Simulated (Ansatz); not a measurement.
**Which way does NaF + KI ⇌ NaI + KF run?**

Plane-wave DFT in Ansatz with scalar-relativistic PAW potentials, cutoff 420 eV, Γ-centred meshes chosen by cell and gap, Gaussian smearing with energies taken to zero width. Every cell was relaxed (cell and atoms) in a run of its own, within the symmetry of its start. Functional: PBE.

Total energies hold large constants for each element; a whole number of eV per atom of each element is taken off below, which cancels in a balanced reaction.

| compound | lowest structure computed | structures tried | V (Å³/atom) | gap on mesh (eV) | E (eV per formula unit, common shift removed) |
| --- | --- | --- | --- | --- | --- |
| NaF | Fm-3m | 4 | 12.98 | 6.09 | -5.4313 |
| KI | Fm-3m | 6 | 46.23 | 3.86 | -2.6977 |
| NaI | Fm-3m | 5 | 34.74 | 3.58 | -2.8849 |
| KF | Fm-3m | 4 | 19.91 | 5.96 | -4.8030 |

Question: Work out the reaction energy at 0 K.

Answer: ΔE = E(NaI) + E(KF) − E(NaF) − E(KI) = 0.441 eV, or 43 kJ per mole of reaction (110 meV/atom). The left side is lower: Na takes F and K takes I. The smaller cation ends with the smaller anion, the pairing that gives the greater sum of ionic lattice energies, which go as 1/(r₊ + r₋). All four are computed as solids; where they are solids at ordinary conditions entropy changes little. A lower structure that wasn't tried would shift the value, and mixed crystals may lie lower than either side.

Spin-orbit coupling is left out, which matters for the bands of heavy elements.